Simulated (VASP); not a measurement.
Write the native input for VASP 6.6.1 that does the following.

- Task: single point
- Functional: PBE
- Potentials or basis: VASP PAW PBE potentials, release 64 (I)
- Cutoff: 520 eV
- k mesh: 16 × 16 × 16
- Occupations: gaussian, width 0.1 eV
- Spin: no spin polarisation
- Dipole correction: no
- Further INCAR settings: ALGO = Fast; EDIFF = 1e-07; NBANDS = 10

The structure of I lies in POSCAR:

```
I
1.0
   -1.5703395067      1.5703395067      4.0126299030
    1.5703395067     -1.5703395067      4.0126299030
    1.5703395067      1.5703395067     -4.0126299030
I
1
Direct
    0.0000000000      0.0000000000      0.0000000000
```

The cell isn't the ideal one: strained and moved within a subgroup.

The input as run:

INCAR

```
PREC = Accurate ; ENCUT = 520
EDIFF = 1E-7 ; ISMEAR = 0
SIGMA = 0.1 ; LREAL = F
LASPH = T ; NELM = 100
ALGO = Fast ; ISIF = 2
LWAVE = F ; LCHARG = F
GGA = PE ; NBANDS = 10
```

KPOINTS

```
regular mesh
0
Gamma
  16 16 16
```

Potentials or basis: VASP PAW PBE potentials, release 64 (I).

Launch:

```console
$ cat potpaw_PBE.64/I/POTCAR > POTCAR
$ mpirun -np 1 vasp_std > vasp.out
```

It gave:

```json
{
  "Pressure": "2.7 GPa",
  "Band gap on the k mesh": "none (metal or under the smearing width)"
}
```

Caveat: an odd number of electrons without spin polarisation forces a metal; a magnetic or distorted state may lie lower.

Run time: 76 s on 1 thread of Intel(R) Xeon(R) 6975P-C (Granite Rapids), on a shared host, peak memory 0.3 GiB.
